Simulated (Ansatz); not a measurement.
# CoPdO2 (R-3m) in Ansatz: notebook

One crystal, CoPdO2, is run at these levels: PBE; tasks: single point.

Everything below comes from runs of Ansatz 0.2.0. Logs are shortened: lines on timing, memory, paths and dates and some standing lists are left out, and cuts for length are marked.

**1. The crystal as given**

The structure is trigonal, space group R-3m (No. 166). The conventional cell has a = 2.863 Å, b = 2.863 Å, c = 17.873 Å, α = 90.00°, β = 90.00°, γ = 120.00°. Around Pd (site symmetry -3m) lie 2 O at 2.01 Å. Around Co (site symmetry -3m) lie 6 O at 1.92 Å. Around O (site symmetry 3m) lie 3 Co at 1.92 Å and 1 Pd at 2.01 Å.

The cell is a database's computed one.

**2. Single point, PBE, collinear spin, ferromagnetic start**

The input, input.yaml:

```yaml
crystal:
  lattice:
    - [1.4316899074, 0.8265865534, 5.9577715763]
    - [-1.4316899074, 0.8265865534, 5.9577715763]
    - [0.0, -1.6531731068, 5.9577715763]
  atoms:
    - { symbol: Pd, position: [0.0, 0.0, 0.0] }
    - { symbol: Co, position: [0.5, 0.5, 0.5], spin: 2.0 }
    - { symbol: O, position: [0.112476, 0.112476, 0.112476] }
    - { symbol: O, position: [0.887524, 0.887524, 0.887524] }
hamiltonian:
  xc: pbe
  pseudopotentials: { kind: paw }
magnetization:
  spin_polarized: true
kpoints:
  mp_grid: { grid: [11, 11, 11] }
scf:
  occupations: { method: gaussian, width: 0.027 }
output:
  forces: true
  stress: true
  eigenvalues: true
```

Potentials or basis: Ansatz PAW.

Run with:

```bash
$ ansatz run input.yaml --threads 2 --pin off --max-ram 5632MiB --backend cpu --events-out ev --progress --plain --runs-dir out
```

The log of the run:

```text
Warning: RAYON_NUM_THREADS=2 ignored (pool sized by the plan → 2); use --threads N
basis.fft_grid_basis auto: the FFT boxes are laid along the combinations [[1, 0, -1], [0, 1, -1], [0, 0, 1]] of the cell's own vectors, 2.863, 2.863 and 6.183 Å long. The dense box has 20×20×45 points. Along the cell's own vectors, as sized, it would have 45×45×45, 5.06 times as many. Of the 12 symmetry operations that the crystal satisfies within crystal.symmetry.tolerance (time reversal apart; of a slab, those that keep its plane) the dense box along the cell's own vectors carries 12, and the one as laid loses 8 of those. basis.fft_grid_basis: typed keeps the cell's own vectors: state it where this run's energies or levels are differenced outside the engine with another run's, or held beside a run that keeps those vectors.
Engine: ansatz 0.2.0, x86_64-unknown-linux-gnu
Pseudopotentials: kind: paw
Pseudopotential: Pd, paw, valence charge 18, recommended cutoff 420 eV (normal), Pd.paw.azcp
Pseudopotential: Co, paw, valence charge 17, recommended cutoff 420 eV (normal), Co.paw.azcp
Pseudopotential: O, paw, valence charge 6, recommended cutoff 420 eV (normal), O.paw.azcp
Functional definition: PBE
  parameter kappa = 0.804
  parameter beta = 0.06672455060314922
  exchange = pbe_x(kappa = kappa, mu = beta*pi^2/3)
  correlation = pbe_c(beta = beta)
Crystal: 4 atoms, lattice volume = 42.303 Å³
Basis set: ecut = 420 eV, 829 PW (Γ), FFT grids on a1−a3, a2−a3, a3, exchange–correlation on 40×40×90 points (8 copies of the dense FFT grid, shifted against one another)
Bands: 30, of which v1, the nominal top of the filled ones, is band 24 counted from 1 (23 counted from 0)
Symmetry: 12 space group operations
Space group: R-3m (ITA 166), of the structure as read, at distance tolerance 3.5e-5 Å
Magnetic group: BNS 166.97 (UNI 1327), of the structure as read, at distance tolerance 3.5e-5 Å
k-points: 146 of 1331
Non-local potential: Pd, projectors of the file, l = 0: 2, l = 1: 2, l = 2: 2, l = 3: 1
Non-local potential: Co, projectors of the file, l = 0: 3, l = 1: 2, l = 2: 3, l = 3: 1
Non-local potential: O, projectors of the file, l = 0: 2, l = 1: 2, l = 2: 1
PAW form: soft (Blöchl's): semilocal exchange-correlation on the pseudo side does not see the compensation charge
PAW one-centre angular grid: Pd, 590 points (default); XC on 64 Gauss nodes
PAW one-centre angular grid: Co, 590 points (default); XC on 64 Gauss nodes
PAW one-centre angular grid: O, 110 points (default); XC on 64 Gauss nodes
Initial density: superposition of atomic densities (chi_scale 0.1, normalization cell, long waves kept (reshape's long-wave potential 0.33 eV rms))
Starting moments: Σ|m| = 2 μB on 1 of 4 sites
[... 25 lines left out ...]
WARN: the starting moments were not kept: the SCF closed with an absolute magnetisation of 1.8e-6 μB, where they sum to 2 μB in size (1 site). That is at most 0.1 of that sum. Measured as dr2_m measures the in/out step, that magnetisation stands 1.2e-12 eV from none, at or under the dr2_threshold of 1.0e-7 eV: it is no larger than a step whose dr2_m would equal this threshold. The system may hold no moment; this SCF shows only that its start led to no more than that. To try another start: raise the starting moments (crystal.atoms[].spin, magnetization.per_species, magnetization.initial_magnetization, or on a non-collinear deck that types none of these the spinor_matrix: blocks that start its atoms; where the total moment is fixed, keep their sum and leave initial_magnetization as it is; typed ones take the place of any that the run laid by itself, positive ones on a crystal's lanthanoids without a Hubbard term where scf.initial_density.shell_occupations: [] is typed) or, if the notice of its spin-set hold's release reads "site moments contracting" or "site moments show no strong build", lengthen the hold (scf.mixing.spin_hold: { on: { confirm: 4 } }; for m-r²SCAN on two components see the key's manual first). Each may lead to a state that holds a moment. A second SCF, from the converged charge density, with the starting moments and any scf.initial_density.shell_occupations laid on it anew, would have followed, and was not run: the deck does not ask for one (magnetization.retry_lost_moments is false, the default). To let it run, set magnetization.retry_lost_moments: true and run the deck again, where that key's refused combinations let it; where memory then withholds it, that run's warning says so.
SCF converged after 17 iterations
Magnetization: 0.0000 μB (23.5000 up, 23.5000 down)
Absolute magnetization: 0.0000 μB (∫|ρ↑−ρ↓|, with the PAW one-centre terms)
Spin contamination: 0.0000 ħ² per cell (⟨S²⟩ above its minimum at these occupations)
Per-site moments (μB) at R_I (Å): [(4.3698831266579136e-7, 0.8292565658221992), (8.767228115234422e-8, 0.7903550643110046), (-2.228929839109714e-7, 0.7903550643110046), (-2.228929838999308e-7, 0.7903550643110047)]
Free energy (F): -13232.309540 eV
Harris-Foulkes:  -13232.309540 eV  (|F-HF|=9.09e-12)
Internal energy: -13232.309315 eV  (E = F + TS)
E sigma→0 (E₀):  -13232.309427 eV
Entropy (-TS):   -0.000225 eV (-0.056 meV/atom)
Fermi energy:    13.999455 eV
--- Per-component energies (eV) ---
  E_band       = -514.669473
  E_kinetic    = 1311.238345
  E_local      = -6092.899962  (includes V_loc(G=0)·N_el)
  E_nonlocal   = 768.247424
  E_hartree    = 2491.388237
  E_xc         = -472.551128
  E_vxc        = -601.669640  (∫ρ·V_xc dr)
  E_paw        = -5578.106258  (= ΣΔE_a)
  E_vpaw       = -882.366864  (= ΣTr[D̂ρ^β])
  E_aug_tail   = 0.004983  (compensation charges beyond the density's cutoff)
  E_ewald      = -5659.630956
  E_smearing   = -0.000225  (= −TS)
  E_closure    = 0.000000  (closes the sum)
  Σ components = -13232.309540   (vs F -13232.309540, Δ=0.00e0)
--- Forces (eV/Å), atoms counted from 1 ---
  atom   1  Pd    -0.00000000     0.00000000     0.00000000
  atom   2  Co     0.00000000    -0.00000000     0.00000000
  atom   3  O      0.00000000     0.00000000     0.14868794
  atom   4  O      0.00000000    -0.00000000    -0.14868794
  max |Σ_I F_I| component: 5.55e-17 eV/Å
--- Stress (GPa, compression-positive) ---
       -0.937914       0.000000       0.000000
        0.000000      -0.937914      -0.000000
        0.000000      -0.000000      -1.200204
  P = ⅓ Tr σ = -1.0253 GPa (-10.253 kbar)
--- Band table (eV; the first three rows and the last of 292) ---
  k-point 0 ↑: bands = ["-81.1837", "-70.1423", "-44.4697", "-44.4697", "-44.4077", "-36.2479", "-35.5720", "-35.5720", "-6.5651", "-4.7240", "5.8682", "8.2870", "8.2870", "9.3524", "10.4239", "11.4797", "11.4797", "11.7945", "11.7945", "12.5972", "12.5972", "12.8455", "12.8455", "13.2945", "16.2970", "16.2970", "17.0958", "20.6271", "23.4087", "26.4094"]
  k-point 1 ↑: bands = ["-81.1832", "-70.1407", "-44.4749", "-44.4710", "-44.4069", "-36.2460", "-35.5880", "-35.5759", "-6.4730", "-4.7185", "5.9714", "8.0641", "8.3349", "9.5036", "10.6187", "11.0149", "11.1968", "11.7289", "11.9510", "12.5041", "12.6092", "12.9233", "13.0516", "13.3258", "16.0957", "16.2278", "17.2385", "21.0326", "23.6306", "26.7661"]
  k-point 2 ↑: bands = ["-81.1819", "-70.1364", "-44.4888", "-44.4743", "-44.4048", "-36.2409", "-35.6307", "-35.5866", "-6.2150", "-4.7074", "6.2519", "7.6523", "8.4646", "9.4964", "10.3964", "10.6989", "10.9182", "11.6486", "12.2172", "12.3475", "12.6008", "13.0387", "13.4076", "13.4294", "15.7008", "16.0663", "17.5246", "22.0093", "24.2336", "27.6852"]
  k-point 145 ↓: bands = ["-81.1831", "-70.1407", "-44.4749", "-44.4710", "-44.4069", "-36.2460", "-35.5880", "-35.5759", "-6.3194", "-4.9578", "7.1344", "7.8575", "8.4415", "9.0304", "9.7310", "10.4102", "10.7048", "11.7171", "11.9444", "12.6941", "12.7539", "13.3603", "13.5527", "13.8199", "15.7851", "15.9626", "18.3527", "19.9029", "23.8877", "26.4790"]
```

Wall time 32 s (2 threads of Intel Xeon at 2.50GHz (Skylake/Cascade Lake), shared host); peak memory 0.57 GiB.

Results:

| Property | Result |
| --- | --- |
| Free energy | -13232.3095 eV |
| Pressure | -1.0 GPa |
| Largest force | 0.149 eV/Å |
| Band gap on the k mesh | none (metal or under the smearing width) |
| Net moment | 0.00 μB per cell |
| Absolute moment | 0.00 μB per cell |

Forces on the atoms (eV/Å):
```
Pd   0.000  0.000  0.000
Co   0.000  0.000  0.000
O    0.000  0.000  0.149
O    0.000  0.000 -0.149
```

Caveat: the starting moments collapsed, and a magnetic state may lie lower; the pressure holds a Pulay correction of +0.7 GPa for the finite cutoff; semilocal functionals often make such compounds metallic where correlation or magnetic order opens a gap, which also shifts bond lengths; the starting moments weren't kept. With open d or f shells a metallic result of PBE can be an artefact of self-interaction; +U or a hybrid may open a gap.

**3. Single point, PBE, collinear spin, ferromagnetic start**

Edit input.yaml of step 2 so:

```diff
@@ -18,3 +18,3 @@
 scf:
-  occupations: { method: gaussian, width: 0.027 }
+  occupations: { method: gaussian, width: 0.028 }
 output:
```

Potentials or basis: Ansatz PAW.

Run with:

```bash
$ ansatz run input.yaml --threads 2 --pin off --max-ram 5632MiB --backend cpu --events-out ev --progress --plain --runs-dir out
```

Wall time 33 s (2 threads of Intel Xeon at 2.50GHz (Skylake/Cascade Lake), shared host); peak memory 0.57 GiB.

The run converged. Its results:

| Quantity | Value |
| --- | --- |
| Free energy | -13232.3095 eV |
| Pressure | -1.0 GPa |
| Largest force | 0.149 eV/Å |
| Band gap on the k mesh | none (metal or under the smearing width) |
| Net moment | 0.00 μB per cell |
| Absolute moment | 0.00 μB per cell |

Forces on the atoms (eV/Å):
```
Pd   0.000  0.000  0.000
Co   0.000  0.000  0.000
O    0.000  0.000  0.149
O    0.000  0.000 -0.149
```

Stress tensor (GPa, compression positive):
```
-0.94  0.00  0.00
 0.00 -0.94  0.00
 0.00  0.00 -1.20
```

Levels at points of the mesh, in eV from the Fermi level:
Spin up:
```
           k point  band 21  band 22  band 23  band 24  band 25  band 26  band 27  band 28
(0.00, 0.00, 0.00)    -1.40    -1.15    -1.15    -0.71     2.30     2.30     3.10     6.63
```
Spin down:
```
           k point  band 21  band 22  band 23  band 24  band 25  band 26  band 27  band 28
(0.00, 0.00, 0.00)    -1.40    -1.15    -1.15    -0.71     2.30     2.30     3.10     6.63
```

Caveat: the starting moments collapsed, and a magnetic state may lie lower; the pressure holds a Pulay correction of +0.7 GPa for the finite cutoff; semilocal functionals often make such compounds metallic where correlation or magnetic order opens a gap, which also shifts bond lengths; the starting moments weren't kept.

**4. Single point, PBE, collinear spin, ferromagnetic start**

Edit input.yaml of step 3 so:

```diff
@@ -18,3 +18,3 @@
 scf:
-  occupations: { method: gaussian, width: 0.028 }
+  occupations: { method: gaussian, width: 0.013 }
 output:
```

Potentials or basis: Ansatz PAW.

Run with:

```bash
$ ansatz run input.yaml --threads 2 --pin off --max-ram 5632MiB --backend cpu --events-out ev --progress --plain --runs-dir out
```

The log of the run:

```text
Warning: RAYON_NUM_THREADS=2 ignored (pool sized by the plan → 2); use --threads N
basis.fft_grid_basis auto: the FFT boxes are laid along the combinations [[1, 0, -1], [0, 1, -1], [0, 0, 1]] of the cell's own vectors, 2.863, 2.863 and 6.183 Å long. The dense box has 20×20×45 points. Along the cell's own vectors, as sized, it would have 45×45×45, 5.06 times as many. Of the 12 symmetry operations that the crystal satisfies within crystal.symmetry.tolerance (time reversal apart; of a slab, those that keep its plane) the dense box along the cell's own vectors carries 12, and the one as laid loses 8 of those. basis.fft_grid_basis: typed keeps the cell's own vectors: state it where this run's energies or levels are differenced outside the engine with another run's, or held beside a run that keeps those vectors.
[... 10 set-up lines as earlier in the session ...]
Crystal: 4 atoms, lattice volume = 42.303 Å³
Basis set: ecut = 420 eV, 829 PW (Γ), FFT grids on a1−a3, a2−a3, a3, exchange–correlation on 40×40×90 points (8 copies of the dense FFT grid, shifted against one another)
Bands: 30, of which v1, the nominal top of the filled ones, is band 24 counted from 1 (23 counted from 0)
[... 2 set-up lines as earlier in the session ...]
Magnetic group: BNS 166.97 (UNI 1327), of the structure as read, at distance tolerance 3.5e-5 Å
k-points: 146 of 1331
[... 8 set-up lines as earlier in the session ...]
[... 23 lines left out ...]
SCF converged after 14 iterations
Magnetization: -0.0000 μB (23.5000 up, 23.5000 down)
Absolute magnetization: 0.0000 μB (∫|ρ↑−ρ↓|, with the PAW one-centre terms)
Spin contamination: 0.0000 ħ² per cell (⟨S²⟩ above its minimum at these occupations)
Per-site moments (μB) at R_I (Å): [(-5.235973988693658e-7, 0.8292565658221992), (1.1264177281812655e-6, 0.7903550643110046), (-6.362919173626783e-7, 0.7903550643110046), (-6.362919174234048e-7, 0.7903550643110047)]
Free energy (F): -13232.309433 eV
Harris-Foulkes:  -13232.309433 eV  (|F-HF|=5.22e-10)
Internal energy: -13232.309344 eV  (E = F + TS)
E sigma→0 (E₀):  -13232.309388 eV
Entropy (-TS):   -0.000090 eV (-0.022 meV/atom)
Fermi energy:    13.991449 eV
--- Per-component energies (eV) ---
  E_band       = -514.670354
  E_kinetic    = 1311.237993
  E_local      = -6092.899715  (includes V_loc(G=0)·N_el)
  E_nonlocal   = 768.247283
  E_hartree    = 2491.388147
  E_xc         = -472.551074
  E_vxc        = -601.669572  (∫ρ·V_xc dr)
  E_paw        = -5578.106004  (= ΣΔE_a)
  E_vpaw       = -882.366537  (= ΣTr[D̂ρ^β])
  E_aug_tail   = 0.004983  (compensation charges beyond the density's cutoff)
  E_ewald      = -5659.630956
  E_smearing   = -0.000090  (= −TS)
  E_closure    = 0.000000  (closes the sum)
  Σ components = -13232.309433   (vs F -13232.309433, Δ=0.00e0)
--- Forces (eV/Å), atoms counted from 1 ---
  atom   1  Pd    -0.00000000     0.00000000    -0.00000000
  atom   2  Co    -0.00000000     0.00000000     0.00000000
  atom   3  O      0.00000000     0.00000000     0.14874601
  atom   4  O      0.00000000     0.00000000    -0.14874601
  max |Σ_I F_I| component: 2.78e-17 eV/Å
--- Stress (GPa, compression-positive) ---
       -0.938103       0.000000       0.000000
        0.000000      -0.938103      -0.000000
        0.000000      -0.000000      -1.200654
  P = ⅓ Tr σ = -1.0256 GPa (-10.256 kbar)
--- Band table (eV; the first three rows and the last of 292) ---
  k-point 0 ↑: bands = ["-81.1838", "-70.1422", "-44.4698", "-44.4698", "-44.4079", "-36.2479", "-35.5719", "-35.5719", "-6.5651", "-4.7240", "5.8682", "8.2869", "8.2869", "9.3524", "10.4239", "11.4797", "11.4797", "11.7945", "11.7945", "12.5972", "12.5972", "12.8455", "12.8455", "13.2944", "16.2970", "16.2970", "17.0959", "20.6271", "23.4086", "26.4094"]
  k-point 1 ↑: bands = ["-81.1833", "-70.1406", "-44.4750", "-44.4711", "-44.4071", "-36.2460", "-35.5879", "-35.5759", "-6.4731", "-4.7185", "5.9714", "8.0641", "8.3348", "9.5037", "10.6187", "11.0149", "11.1968", "11.7289", "11.9510", "12.5041", "12.6092", "12.9232", "13.0516", "13.3257", "16.0957", "16.2278", "17.2386", "21.0326", "23.6306", "26.7660"]
  k-point 2 ↑: bands = ["-81.1820", "-70.1363", "-44.4889", "-44.4744", "-44.4049", "-36.2408", "-35.6307", "-35.5865", "-6.2150", "-4.7074", "6.2519", "7.6523", "8.4646", "9.4964", "10.3964", "10.6988", "10.9182", "11.6486", "12.2172", "12.3476", "12.6009", "13.0386", "13.4075", "13.4293", "15.7008", "16.0662", "17.5246", "22.0093", "24.2336", "27.6851"]
  k-point 145 ↓: bands = ["-81.1833", "-70.1406", "-44.4750", "-44.4711", "-44.4071", "-36.2460", "-35.5879", "-35.5759", "-6.3194", "-4.9578", "7.1343", "7.8575", "8.4415", "9.0304", "9.7310", "10.4102", "10.7048", "11.7172", "11.9445", "12.6940", "12.7539", "13.3603", "13.5527", "13.8198", "15.7850", "15.9626", "18.3527", "19.9029", "23.8876", "26.4790"]
```

Wall time 28 s (2 threads of Intel Xeon at 2.50GHz (Skylake/Cascade Lake), shared host); peak memory 0.57 GiB.

Results:

- Free energy: -13232.3094 eV
- Pressure: -1.0 GPa
- Largest force: 0.149 eV/Å
- Band gap on the k mesh: none (metal or under the smearing width)
- Net moment: 0.00 μB per cell
- Absolute moment: 0.00 μB per cell

Forces on the atoms (eV/Å):
```
Pd   0.000  0.000  0.000
Co   0.000  0.000  0.000
O    0.000  0.000  0.149
O    0.000  0.000 -0.149
```

Stress tensor (GPa, compression positive):
```
-0.94  0.00  0.00
 0.00 -0.94  0.00
 0.00  0.00 -1.20
```

Caveat: the starting moments collapsed, and a magnetic state may lie lower; the pressure holds a Pulay correction of +0.7 GPa for the finite cutoff; semilocal functionals often make such compounds metallic where correlation or magnetic order opens a gap, which also shifts bond lengths; the starting moments weren't kept. With open d or f shells a metallic result of PBE can be an artefact of self-interaction; +U or a hybrid may open a gap.

**5. Single point, PBE, collinear spin, ferromagnetic start**

Edit input.yaml of step 4 so:

```diff
@@ -18,3 +18,3 @@
 scf:
-  occupations: { method: gaussian, width: 0.013 }
+  occupations: { method: gaussian, width: 0.014 }
 output:
```

Run with:

```bash
$ ansatz run input.yaml --threads 2 --pin off --max-ram 5632MiB --backend cpu --events-out ev --progress --plain --runs-dir out
```

Run time: 28 s. Hardware: 2 threads of Intel Xeon at 2.50GHz (Skylake/Cascade Lake), shared host; peak memory 0.57 GiB.

Results (log left out):

* Free energy: -13232.3094 eV
* Pressure: -1.0 GPa
* Largest force: 0.149 eV/Å
* Band gap on the k mesh: none (metal or under the smearing width)
* Net moment: 0.00 μB per cell
* Absolute moment: 0.00 μB per cell

Forces in eV/Å, atoms in the order of the input:
```
Pd   0.000  0.000  0.000
Co   0.000  0.000  0.000
O    0.000  0.000  0.149
O    0.000  0.000 -0.149
```

Stress tensor (GPa, compression positive):
```
-0.94  0.00  0.00
 0.00 -0.94  0.00
 0.00  0.00 -1.20
```

Levels at points of the mesh, in eV from the Fermi level:
Spin up:
```csv
k point,band 20,band 21,band 22,band 23,band 24,band 25,band 26,band 27,band 28,band 29
"(0.00, 0.00, 0.00)",-1.39,-1.39,-1.15,-1.15,-0.70,2.31,2.31,3.10,6.64,9.42
```
Spin down:
```
           k point  band 21  band 22  band 23  band 24  band 25  band 26  band 27  band 28
(0.00, 0.00, 0.00)    -1.39    -1.15    -1.15    -0.70     2.31     2.31     3.10     6.64
```

Caveat: the starting moments collapsed, and a magnetic state may lie lower; the pressure holds a Pulay correction of +0.7 GPa for the finite cutoff; semilocal functionals often make such compounds metallic where correlation or magnetic order opens a gap, which also shifts bond lengths; the starting moments weren't kept.
